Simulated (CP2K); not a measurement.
Crystal: MgS (Niningerite).

```
S Mg
1.0
     3.67929    0.00000    0.00000
     1.83964    3.18636    0.00000
     1.83964    1.06212    3.00413
S Mg
1 1
Cartesian
  3.6793 2.1242 1.5021
  0.0000 0.0000 0.0000
```

Base run:

| Item | Value |
| --- | --- |
| Program | CP2K 2026.2 |
| Functional | LDA |
| Potentials or basis | POTENTIAL_UZH S GTH-PBE-q6, Mg GTH-PBE-q10; TZVP-MOLOPT-PBE-GTH basis |
| Density cutoff | 19048 eV |
| k mesh | 9 × 9 × 9 |
| Occupations | fermi-dirac, width 0.05 eV |
| Spin | no spin polarisation |

Its results: band gap on the k mesh 2.52 eV, indirect (least direct gap 3.37 eV); pressure -0.7 GPa.

After a change of settings the same cell gave: band gap on the k mesh 3.01 eV, indirect (least direct gap 3.77 eV); pressure 4.2 GPa. Which change was it?
A. functional from LDA to PBEsol
B. functional from LDA to revPBE
C. functional from LDA to rev-vdW-DF2
D. functional from LDA to SCAN

B.

revPBE binds less tightly than LDA, so the same cell stands under more pressure.

Caveats: the potentials were made for another functional, which shifts forces and pressure; an odd mesh through Γ misses points on the zone boundary, where band edges often lie; the basis of atomic orbitals isn't converged, which shifts pressures, moduli and gaps.

Runs at the PBE level aren't shown here.
